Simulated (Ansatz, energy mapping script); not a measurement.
# CoO: exchange couplings from total energies, part 2 of 2

Wanted: the magnetic order of CoO, its couplings and an estimate of its ordering temperature, by PBE+U (4.2 eV).

PBE with U = 4.2 eV on Co d, ortho-atomic projectors, D4 dispersion, SCF threshold 1e-05 eV; plane waves, U on orthogonalised atomic orbitals unless named otherwise, collinear spin, no spin–orbit coupling.

So far. Step 4 (Compensated +− start in cell A (4 atoms)): The run ends antiferromagnetic, 88.40 meV a magnetic atom below the parallel order of its cell. Step 5 (Order 3: parallel, cell B of 4 atoms): The run ends ferromagnetic. For each magnetic atom its energy differs from the parallel run of the first cell by -0.25 meV, an error that one common reference would have brought in.

**6. Compensated +− start in cell B (4 atoms)**

This order reverses 8 of the 12 neighbours at 3.00 Å, 0 of the 6 neighbours at 4.25 Å and 16 of the 24 neighbours at 5.20 Å, counted for an average magnetic atom.

Input file input.yaml:

```yaml
crystal:
  lattice:
    - [-1.505469545, -0.869183247, -2.439926906]
    - [-1.505469545, 2.607549741, 0.0]
    - [3.01093909, 1.738366494, -2.439926906]
  atoms:
    - { symbol: Co, position: [0.5, 0.5, 0.5], spin: 3.0 }
    - { symbol: Co, position: [0.0, 0.0, 0.0], spin: -3.0 }
    - { symbol: O, position: [0.5, 0.5, 0.0] }
    - { symbol: O, position: [0.0, 0.0, 0.5] }
magnetization:
  spin_polarized: true
kpoints:
  mp_grid: { grid: [9, 9, 6] }
hamiltonian:
  xc: pbe
  hubbard:
    sites:
      - { species: Co, l: d, u_eff: 4.2 }
      - { site: 0, l: d, u_eff: 4.2, starting_ns: [{ spin: up, occupation_matrix: co1_major }, { spin: down, occupation_matrix: co1_minor }] }
      - { site: 1, l: d, u_eff: 4.2, starting_ns: [{ spin: up, occupation_matrix: co1_minor }, { spin: down, occupation_matrix: co1_major }] }
    projectors: ortho-atomic
    occupation_matrices:
      co1_major:
        matrix:
          - [0.999, 0.0, 0.0, 0.0, 0.0]
          - [0.0, 0.998, 0.0, 0.0, -0.001]
          - [0.0, 0.0, 0.998, -0.001, 0.0]
          - [0.0, 0.0, -0.001, 0.998, 0.0]
          - [0.0, -0.001, 0.0, 0.0, 0.998]
      co1_minor:
        matrix:
          - [0.852, 0.0, 0.299, -0.141, 0.0]
          - [0.0, 0.273, 0.0, 0.0, -0.317]
          - [0.299, 0.0, 0.218, -0.011, 0.0]
          - [-0.141, 0.0, -0.011, 0.103, 0.0]
          - [0.0, -0.317, 0.0, 0.0, 0.851]
  dispersion: d4
scf:
  occupations: { method: fermi_dirac, width: 0.05 }
  convergence: { dr2_threshold: 1.0e-05 }
output:
  eigenvalues: true
```

Launch:

```sh
ansatz run input.yaml --threads 4 --pin off --max-ram 8192MiB --backend cpu --events-out ev --progress --plain --runs-dir out
```

Numbers of over 12 decimals in the logs are rounded to 6 here.

Log:

```text
[...]
Crystal: 4 atoms, lattice volume = 38.313 Å³
Basis set: ecut = 420 eV, 723 PW (Γ)
Bands: 32, of which v1, the nominal top of the filled ones, is band 23 counted from 1 (22 counted from 0)
Symmetry: 2 space group operations
k-points: 244 of 486
[...]
Starting moments: Σ|m| = 6 μB on 2 of 4 sites
[...]
k-point 1 ↑: bands = [... 19 lower, 11.2487, 11.3346, 11.4961, 11.7230, 15.6213, 15.9625, 15.9722, 16.4640, ... 5 higher]
  k-point 2 ↑: bands = [... 19 lower, 11.1138, 11.4699, 11.5409, 11.9956, 15.7250, 15.9759, 16.2464, 17.9098, ... 5 higher]
  k-point 243 ↓: bands = [... 19 lower, 11.4201, 11.9734, 12.4677, 13.0107, 16.1206, 16.6694, 17.5296, 20.3619, ... 5 higher]
Occupation matrices written to <dir>
[key lines of the parts left out:]
SCF converged after 12 iterations
Magnetization: 0.0000 μB (23.0000 up, 23.0000 down)
Free energy (F): -11383.514724 eV
Fermi energy:    14.590595 eV
```

Wall time 8 s (4 threads of Arm Neoverse V1, shared host); peak memory 0.68 GiB.

The run ends antiferromagnetic, 13.46 meV a magnetic atom above the parallel order of its cell.

**7. Parallel start in cell C (6 atoms)**

The parallel order again, as the reference for this cell.

Input file input.yaml:

```yaml
crystal:
  lattice:
    - [-3.01093909, 0.0, 0.0]
    - [0.0, -3.476732988, -2.439926906]
    - [1.505469545, -0.869183247, 4.879853812]
  atoms:
    - { symbol: Co, position: [0.666666667, 0.666666667, 0.333333333], spin: 3.0 }
    - { symbol: Co, position: [0.0, 0.0, 0.0], spin: 3.0 }
    - { symbol: Co, position: [0.333333333, 0.333333333, 0.666666667], spin: 3.0 }
    - { symbol: O, position: [0.0, 0.5, 0.0] }
    - { symbol: O, position: [0.333333333, 0.833333333, 0.666666667] }
    - { symbol: O, position: [0.666666667, 0.166666667, 0.333333333] }
magnetization:
  spin_polarized: true
kpoints:
  mp_grid: { grid: [9, 7, 9] }
hamiltonian:
  xc: pbe
  hubbard:
    sites:
      - { species: Co, l: d, u_eff: 4.2 }
      - { site: 0, l: d, u_eff: 4.2, starting_ns: [{ spin: up, occupation_matrix: co1_major }, { spin: down, occupation_matrix: co1_minor }] }
      - { site: 1, l: d, u_eff: 4.2, starting_ns: [{ spin: up, occupation_matrix: co1_major }, { spin: down, occupation_matrix: co1_minor }] }
      - { site: 2, l: d, u_eff: 4.2, starting_ns: [{ spin: up, occupation_matrix: co1_major }, { spin: down, occupation_matrix: co1_minor }] }
    projectors: ortho-atomic
    occupation_matrices:
      co1_major:
        matrix:
          - [0.999, 0.0, 0.0, 0.0, 0.0]
          - [0.0, 0.998, 0.0, 0.0, -0.001]
          - [0.0, 0.0, 0.998, -0.001, 0.0]
          - [0.0, 0.0, -0.001, 0.998, 0.0]
          - [0.0, -0.001, 0.0, 0.0, 0.998]
      co1_minor:
        matrix:
          - [0.852, 0.0, 0.299, -0.141, 0.0]
          - [0.0, 0.273, 0.0, 0.0, -0.317]
          - [0.299, 0.0, 0.218, -0.011, 0.0]
          - [-0.141, 0.0, -0.011, 0.103, 0.0]
          - [0.0, -0.317, 0.0, 0.0, 0.851]
  dispersion: d4
scf:
  occupations: { method: fermi_dirac, width: 0.05 }
  convergence: { dr2_threshold: 1.0e-05 }
output:
  eigenvalues: true
```

Log:

```text
[...]
Crystal: 6 atoms, lattice volume = 57.469 Å³
Basis set: ecut = 420 eV, 1103 PW (Γ)
Bands: 47, of which v1, the nominal top of the filled ones, is band 35 counted from 1 (34 counted from 0)
Symmetry: 12 space group operations
[...]
k-points: 160 of 567
[...]
Starting moments: Σ|m| = 9 μB on 3 of 6 sites
[...]
k-point 1 ↑: bands = [... 31 lower, 10.4508, 10.6728, 10.9613, 11.1277, 11.3448, 11.4915, 12.0207, 13.1190, ... 8 higher]
  k-point 2 ↑: bands = [... 31 lower, 10.5197, 10.5504, 10.8243, 11.1177, 11.3331, 11.3627, 11.9130, 13.4038, ... 8 higher]
  k-point 159 ↓: bands = [... 31 lower, 16.0949, 16.2036, 16.4372, 17.0683, 17.0780, 17.4907, 17.5740, 17.7952, ... 8 higher]
Occupation matrices written to <dir>
[key lines of the parts left out:]
SCF converged after 12 iterations
Magnetization: 9.0000 μB (39.0000 up, 30.0000 down)
Free energy (F): -17075.311890 eV
Fermi energy:    14.411960 eV
```

It took 21 s on 4 threads; peak memory 0.91 GiB; 81 s of CPU time.

The run ends ferromagnetic. For each magnetic atom its energy differs from the parallel run of the first cell by -0.06 meV, an error that one common reference would have brought in.

**8. Run 6 (uncompensated ++−; cell C, 6 atoms)**

This order reverses 6.67 of the 12 neighbours at 3.00 Å, 2.67 of the 6 neighbours at 4.25 Å and 8 of the 24 neighbours at 5.20 Å, counted for an average magnetic atom.

Edit input.yaml of step 7 so:

```diff
@@ -8,3 +8,3 @@
     - { symbol: Co, position: [0.0, 0.0, 0.0], spin: 3.0 }
-    - { symbol: Co, position: [0.333333333, 0.333333333, 0.666666667], spin: 3.0 }
+    - { symbol: Co, position: [0.333333333, 0.333333333, 0.666666667], spin: -3.0 }
     - { symbol: O, position: [0.0, 0.5, 0.0] }
@@ -23,3 +23,3 @@
       - { site: 1, l: d, u_eff: 4.2, starting_ns: [{ spin: up, occupation_matrix: co1_major }, { spin: down, occupation_matrix: co1_minor }] }
-      - { site: 2, l: d, u_eff: 4.2, starting_ns: [{ spin: up, occupation_matrix: co1_major }, { spin: down, occupation_matrix: co1_minor }] }
+      - { site: 2, l: d, u_eff: 4.2, starting_ns: [{ spin: up, occupation_matrix: co1_minor }, { spin: down, occupation_matrix: co1_major }] }
     projectors: ortho-atomic
```

Log:

```text
[...]
Crystal: 6 atoms, lattice volume = 57.469 Å³
Basis set: ecut = 420 eV, 1103 PW (Γ)
Bands: 47, of which v1, the nominal top of the filled ones, is band 35 counted from 1 (34 counted from 0)
Symmetry: 4 space group operations
[...]
k-points: 160 of 567
[...]
Starting moments: Σ|m| = 9 μB on 3 of 6 sites
[...]
k-point 1 ↑: bands = [... 31 lower, 11.4028, 11.4129, 11.4820, 11.6556, 12.6880, 15.5797, 15.9386, 16.3831, ... 8 higher]
  k-point 2 ↑: bands = [... 31 lower, 11.3448, 11.4274, 11.5702, 11.8230, 12.7425, 15.9278, 16.1830, 16.4784, ... 8 higher]
  k-point 159 ↓: bands = [... 31 lower, 12.4105, 13.0052, 16.1149, 16.1884, 16.7277, 17.1635, 17.3524, 17.6287, ... 8 higher]
Occupation matrices written to <dir>
[key lines of the parts left out:]
SCF converged after 13 iterations
Magnetization: 3.0000 μB (36.0000 up, 33.0000 down)
Free energy (F): -17075.417282 eV
Fermi energy:    14.392125 eV
```

It took 23 s on 4 threads; peak memory 0.93 GiB; 88 s of CPU time.

The run ends ferrimagnetic, 35.13 meV a magnetic atom below the parallel order of its cell.

**9. Parallel start in cell D (6 atoms)**

The parallel order again, as the reference for this cell.

This run holds the same structure in another cell (a 3.011 → 2.996 Å, b 4.247 → 2.996 Å, c 5.180 → 7.369 Å, α 113.8 → 89.8°, β 106.9 → 89.8°, γ 90.0 → 60.3°).

Input file input.yaml:

```yaml
crystal:
  lattice:
    - [-1.505469545, -0.869183247, -2.439926906]
    - [1.505469545, -0.869183247, -2.439926906]
    - [0.0, -6.953465976, 2.439926906]
  atoms:
    - { symbol: Co, position: [0.666666667, 0.666666667, 0.333333333], spin: 3.0 }
    - { symbol: Co, position: [0.333333333, 0.333333333, 0.666666667], spin: 3.0 }
    - { symbol: Co, position: [0.0, 0.0, 0.0], spin: 3.0 }
    - { symbol: O, position: [0.0, 0.0, 0.5] }
    - { symbol: O, position: [0.666666667, 0.666666667, 0.833333333] }
    - { symbol: O, position: [0.333333333, 0.333333333, 0.166666667] }
magnetization:
  spin_polarized: true
kpoints:
  mp_grid: { grid: [10, 10, 4] }
hamiltonian:
  xc: pbe
  hubbard:
    sites:
      - { species: Co, l: d, u_eff: 4.2 }
      - { site: 0, l: d, u_eff: 4.2, starting_ns: [{ spin: up, occupation_matrix: co1_major }, { spin: down, occupation_matrix: co1_minor }] }
      - { site: 1, l: d, u_eff: 4.2, starting_ns: [{ spin: up, occupation_matrix: co1_major }, { spin: down, occupation_matrix: co1_minor }] }
      - { site: 2, l: d, u_eff: 4.2, starting_ns: [{ spin: up, occupation_matrix: co1_major }, { spin: down, occupation_matrix: co1_minor }] }
    projectors: ortho-atomic
    occupation_matrices:
      co1_major:
        matrix:
          - [0.999, 0.0, 0.0, 0.0, 0.0]
          - [0.0, 0.998, 0.0, 0.0, -0.001]
          - [0.0, 0.0, 0.998, -0.001, 0.0]
          - [0.0, 0.0, -0.001, 0.998, 0.0]
          - [0.0, -0.001, 0.0, 0.0, 0.998]
      co1_minor:
        matrix:
          - [0.852, 0.0, 0.299, -0.141, 0.0]
          - [0.0, 0.273, 0.0, 0.0, -0.317]
          - [0.299, 0.0, 0.218, -0.011, 0.0]
          - [-0.141, 0.0, -0.011, 0.103, 0.0]
          - [0.0, -0.317, 0.0, 0.0, 0.851]
  dispersion: d4
scf:
  occupations: { method: fermi_dirac, width: 0.05 }
  convergence: { dr2_threshold: 1.0e-05 }
output:
  eigenvalues: true
```

Log:

```text
[...]
Crystal: 6 atoms, lattice volume = 57.469 Å³
Basis set: ecut = 420 eV, 1057 PW (Γ)
Bands: 47, of which v1, the nominal top of the filled ones, is band 35 counted from 1 (34 counted from 0)
Symmetry: 12 space group operations
[...]
k-points: 117 of 400
[...]
Starting moments: Σ|m| = 9 μB on 3 of 6 sites
[...]
k-point 1 ↑: bands = [... 31 lower, 9.8540, 10.8572, 11.5410, 11.5815, 12.6274, 12.6411, 13.4667, 13.4716, ... 8 higher]
  k-point 2 ↑: bands = [... 31 lower, 10.1904, 10.1904, 12.0522, 12.0522, 12.0790, 12.0790, 13.5856, 13.5933, ... 8 higher]
  k-point 116 ↓: bands = [... 31 lower, 16.0552, 16.2942, 16.5781, 16.5781, 16.7515, 16.7515, 17.8941, 18.0009, ... 8 higher]
Occupation matrices written to <dir>
[key lines of the parts left out:]
SCF converged after 10 iterations
Magnetization: 9.0000 μB (39.0000 up, 30.0000 down)
Free energy (F): -17075.311789 eV
Fermi energy:    14.412802 eV
```

Run time: 11 s. Hardware: 4 threads; peak memory 0.75 GiB.

The run ends ferromagnetic. For each magnetic atom its energy differs from the parallel run of the first cell by -0.02 meV, an error that one common reference would have brought in.

**10. Order 8: uncompensated ++−, cell D of 6 atoms**

This order reverses 4 of the 12 neighbours at 3.00 Å, 4 of the 6 neighbours at 4.25 Å and 12 of the 24 neighbours at 5.20 Å, counted for an average magnetic atom.

Edit input.yaml of step 9 so:

```diff
@@ -8,3 +8,3 @@
     - { symbol: Co, position: [0.333333333, 0.333333333, 0.666666667], spin: 3.0 }
-    - { symbol: Co, position: [0.0, 0.0, 0.0], spin: 3.0 }
+    - { symbol: Co, position: [0.0, 0.0, 0.0], spin: -3.0 }
     - { symbol: O, position: [0.0, 0.0, 0.5] }
@@ -23,3 +23,3 @@
       - { site: 1, l: d, u_eff: 4.2, starting_ns: [{ spin: up, occupation_matrix: co1_major }, { spin: down, occupation_matrix: co1_minor }] }
-      - { site: 2, l: d, u_eff: 4.2, starting_ns: [{ spin: up, occupation_matrix: co1_major }, { spin: down, occupation_matrix: co1_minor }] }
+      - { site: 2, l: d, u_eff: 4.2, starting_ns: [{ spin: up, occupation_matrix: co1_minor }, { spin: down, occupation_matrix: co1_major }] }
     projectors: ortho-atomic
```

Log:

```text
[...]
Crystal: 6 atoms, lattice volume = 57.469 Å³
Basis set: ecut = 420 eV, 1057 PW (Γ)
Bands: 47, of which v1, the nominal top of the filled ones, is band 35 counted from 1 (34 counted from 0)
Symmetry: 4 space group operations
[...]
k-points: 117 of 400
[...]
Starting moments: Σ|m| = 9 μB on 3 of 6 sites
[...]
k-point 1 ↑: bands = [... 31 lower, 11.2125, 11.8364, 11.8656, 13.0637, 13.0678, 15.7874, 15.8062, 16.9754, ... 8 higher]
  k-point 2 ↑: bands = [... 31 lower, 11.1934, 12.1321, 12.1586, 12.8993, 12.9051, 15.8102, 16.7803, 16.9860, ... 8 higher]
  k-point 116 ↓: bands = [... 31 lower, 12.1568, 12.7233, 16.0703, 16.2383, 16.5394, 16.7134, 17.5045, 17.6121, ... 8 higher]
Occupation matrices written to <dir>
[key lines of the parts left out:]
SCF converged after 13 iterations
Magnetization: 3.0000 μB (36.0000 up, 33.0000 down)
Free energy (F): -17075.498926 eV
Fermi energy:    14.283552 eV
```

It took 16 s on 4 threads; peak memory 0.77 GiB; 64 s of CPU time.

The run ends ferrimagnetic, 62.38 meV a magnetic atom below the parallel order of its cell.

**11. Run 9 (parallel; cell E, 6 atoms)**

A new cell needs its own zero of energy.

This run holds the same structure in another cell (b 2.996 → 4.247 Å, c 7.369 → 5.206 Å, α 89.8 → 113.9°, β 89.8 → 106.5°, γ 60.3 → 90.4°).

Edit input.yaml of step 10 so:

```diff
@@ -3,4 +3,4 @@
     - [-1.505469545, -0.869183247, -2.439926906]
-    - [1.505469545, -0.869183247, -2.439926906]
-    - [0.0, -6.953465976, 2.439926906]
+    - [3.01093909, 1.738366494, -2.439926906]
+    - [1.505469545, -4.345916235, 2.439926906]
   atoms:
@@ -8,6 +8,6 @@
     - { symbol: Co, position: [0.333333333, 0.333333333, 0.666666667], spin: 3.0 }
-    - { symbol: Co, position: [0.0, 0.0, 0.0], spin: -3.0 }
-    - { symbol: O, position: [0.0, 0.0, 0.5] }
-    - { symbol: O, position: [0.666666667, 0.666666667, 0.833333333] }
-    - { symbol: O, position: [0.333333333, 0.333333333, 0.166666667] }
+    - { symbol: Co, position: [0.0, 0.0, 0.0], spin: 3.0 }
+    - { symbol: O, position: [0.666666667, 0.166666667, 0.333333333] }
+    - { symbol: O, position: [0.333333333, 0.833333333, 0.666666667] }
+    - { symbol: O, position: [0.0, 0.5, 0.0] }
 magnetization:
@@ -15,3 +15,3 @@
 kpoints:
-  mp_grid: { grid: [10, 10, 4] }
+  mp_grid: { grid: [9, 9, 9] }
 hamiltonian:
@@ -23,3 +23,3 @@
       - { site: 1, l: d, u_eff: 4.2, starting_ns: [{ spin: up, occupation_matrix: co1_major }, { spin: down, occupation_matrix: co1_minor }] }
-      - { site: 2, l: d, u_eff: 4.2, starting_ns: [{ spin: up, occupation_matrix: co1_minor }, { spin: down, occupation_matrix: co1_major }] }
+      - { site: 2, l: d, u_eff: 4.2, starting_ns: [{ spin: up, occupation_matrix: co1_major }, { spin: down, occupation_matrix: co1_minor }] }
     projectors: ortho-atomic
```

Log:

```text
[...]
Crystal: 6 atoms, lattice volume = 57.469 Å³
Basis set: ecut = 420 eV, 1097 PW (Γ)
Bands: 47, of which v1, the nominal top of the filled ones, is band 35 counted from 1 (34 counted from 0)
Symmetry: 6 space group operations
k-points: 365 of 729
[...]
Starting moments: Σ|m| = 9 μB on 3 of 6 sites
[...]
k-point 1 ↑: bands = [... 31 lower, 10.4485, 10.6416, 10.9407, 11.1093, 11.3312, 11.5249, 12.0362, 13.1188, ... 8 higher]
  k-point 2 ↑: bands = [... 31 lower, 10.4859, 10.5381, 10.8101, 11.1073, 11.3586, 11.3594, 11.9349, 13.3993, ... 8 higher]
  k-point 364 ↓: bands = [... 31 lower, 16.0724, 16.0782, 16.4269, 16.5028, 16.5368, 16.6924, 16.8926, 17.8190, ... 8 higher]
Occupation matrices written to <dir>
[key lines of the parts left out:]
SCF converged after 12 iterations
Magnetization: 9.0000 μB (39.0000 up, 30.0000 down)
Free energy (F): -17075.311812 eV
Fermi energy:    14.419903 eV
```

Elapsed: 47 s, on 4 threads; peak memory 1.7 GiB; 3 min of CPU time.

The run ends ferromagnetic. For each magnetic atom its energy differs from the parallel run of the first cell by -0.03 meV, an error that one common reference would have brought in.

**12. Uncompensated ++− start in cell E (6 atoms)**

This order reverses 6.67 of the 12 neighbours at 3.00 Å, 2.67 of the 6 neighbours at 4.25 Å and 8 of the 24 neighbours at 5.20 Å, counted for an average magnetic atom.

Edit input.yaml of step 11 so:

```diff
@@ -8,3 +8,3 @@
     - { symbol: Co, position: [0.333333333, 0.333333333, 0.666666667], spin: 3.0 }
-    - { symbol: Co, position: [0.0, 0.0, 0.0], spin: 3.0 }
+    - { symbol: Co, position: [0.0, 0.0, 0.0], spin: -3.0 }
     - { symbol: O, position: [0.666666667, 0.166666667, 0.333333333] }
@@ -23,3 +23,3 @@
       - { site: 1, l: d, u_eff: 4.2, starting_ns: [{ spin: up, occupation_matrix: co1_major }, { spin: down, occupation_matrix: co1_minor }] }
-      - { site: 2, l: d, u_eff: 4.2, starting_ns: [{ spin: up, occupation_matrix: co1_major }, { spin: down, occupation_matrix: co1_minor }] }
+      - { site: 2, l: d, u_eff: 4.2, starting_ns: [{ spin: up, occupation_matrix: co1_minor }, { spin: down, occupation_matrix: co1_major }] }
     projectors: ortho-atomic
```

Log:

```text
[...]
Crystal: 6 atoms, lattice volume = 57.469 Å³
Basis set: ecut = 420 eV, 1097 PW (Γ)
Bands: 47, of which v1, the nominal top of the filled ones, is band 35 counted from 1 (34 counted from 0)
Symmetry: 2 space group operations
k-points: 365 of 729
[...]
Starting moments: Σ|m| = 9 μB on 3 of 6 sites
[...]
k-point 1 ↑: bands = [... 31 lower, 11.3931, 11.4282, 11.4681, 11.6843, 12.6946, 15.5774, 15.9335, 16.3759, ... 8 higher]
  k-point 2 ↑: bands = [... 31 lower, 11.3568, 11.4233, 11.5584, 11.8450, 12.7485, 15.9216, 16.1851, 16.4648, ... 8 higher]
  k-point 364 ↓: bands = [... 31 lower, 12.0402, 12.4518, 15.9976, 16.0827, 16.4505, 16.5243, 16.7152, 17.4691, ... 8 higher]
Occupation matrices written to <dir>
[key lines of the parts left out:]
SCF converged after 13 iterations
Magnetization: 3.0000 μB (36.0000 up, 33.0000 down)
Free energy (F): -17075.417452 eV
Fermi energy:    14.399137 eV
```

The job ended after 51 s (4 threads; peak memory 1.7 GiB).

The run ends ferrimagnetic, 35.21 meV a magnetic atom below the parallel order of its cell.

**13. From energies to couplings**

Each energy difference is a sum of couplings weighted by the pairs that the order reverses. A few near shells are fitted to the differences by least squares. Energies are those extrapolated to zero occupation width, not the free energies F.

Energies from the parallel order of the same cell:

```
                      order  atoms  energy (meV a magnetic atom)  moments (μB)  moments kept as typed  opposed neighbours at 3.00, 4.25, 5.20 Å
         parallel in cell A      4                          0.00          2.61                    yes                                   0, 0, 0
   compensated +− in cell A      4                        -88.40          2.55                    yes                                  6, 6, 12
         parallel in cell B      4                          0.00          2.61                    yes                                   0, 0, 0
   compensated +− in cell B      4                         13.46          2.61                    yes                                  8, 0, 16
         parallel in cell C      6                          0.00          2.61                    yes                                   0, 0, 0
uncompensated ++− in cell C      6                        -35.13  2.56 to 2.59                    yes                             6.67, 2.67, 8
         parallel in cell D      6                          0.00          2.61                    yes                                   0, 0, 0
uncompensated ++− in cell D      6                        -62.38  2.55 to 2.58                    yes                                  4, 4, 12
         parallel in cell E      6                          0.00          2.61                    yes                                   0, 0, 0
uncompensated ++− in cell E      6                        -35.21  2.56 to 2.59                    yes                             6.67, 2.67, 8
```

Fitted to E = −Σ J e·e over ordered pairs of unit vectors (J > 0 favours parallel moments):

```
 pair  distance (Å)  neighbours  J (meV)
Co–Co          3.00          12     1.10
Co–Co          4.25           6    -8.21
Co–Co          5.20          24   -0.130
Co–Co          6.01          12   -0.300
```

A numerical setting here is looser than careful runs use (SCF threshold 1e-05 eV); how much that matters here was not tested apart from the other changes.

[Logs and program files are shortened in this print: banners, set-up blocks, solver, clock and traceback lines can be left out without a mark of their own.]

[Logs are printed without paths, hosts, clocks, repeated set-up lines and the standing remarks that a program may print on its own settings, such as how far it seeks lower states.]

[Hosts, paths, dates, database ids (printed as entryN), source tags and the programs' standing remarks are cut or masked in the printed files.]

[Where a cell is said to come from a database of computed structures, the database is the Materials Project.]
